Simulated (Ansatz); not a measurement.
# What a change of settings does: Rh (bcc type)

First run: DFT, PBE, PAW with Ansatz's default frozen-core files, scalar-relativistic (Ansatz 0.2.0).

Command: `ansatz run input.yaml --threads 1 --pin off --max-ram 2048MiB --backend cpu --events-out ev --progress --plain --runs-dir out` It took 1.6 s on 1 thread of Intel(R) Xeon(R) Platinum 8259CL CPU @ 2.50GHz (Skylake/Cascade Lake), with other jobs on the host, peak memory 0.31 GiB.

```yaml
crystal:
  lattice:
    - [-1.1316814189, 1.1316814189, 1.1316814189]
    - [1.1316814189, -1.1316814189, 1.1316814189]
    - [1.1316814189, 1.1316814189, -1.1316814189]
  atoms:
    - { symbol: Rh, position: [0.0, 0.0, 0.0] }
kpoints:
  mp_grid: { grid: [17, 17, 17] }
scf:
  occupations: { method: fermi_dirac, width: 0.1 }
hamiltonian:
  xc: pbe
  pseudopotentials: { kind: paw }
output:
  forces: true
  stress: true
  eigenvalues: true
basis:
  ecutwfc: 250
```

The cell comes from a relaxation on PAW files under the same functional, begun from a prototype that needn't be the stable phase.

This run: volume at 0.4 of the series' base cell, ecut 250.

It converges in 7 SCF iterations at a pressure of 1876 GPa, cutoff 250 eV.

The input is then changed:

```diff
   occupations: { method: fermi_dirac, width: 0.1 }
+  lower_state_search: "off"
+  eigensolver: { kind: davidson }
 hamiltonian:
   pseudopotentials: { kind: paw }
+  dispersion: d3bjatm
 output:
   ecutwfc: 250
+  precision: f64
```

Task: Predict the outcome of the changed run.

Result: It converges in 7 SCF iterations at a pressure of 1857 GPa, cutoff 250 eV. More than one line changes, and not each need have an effect.
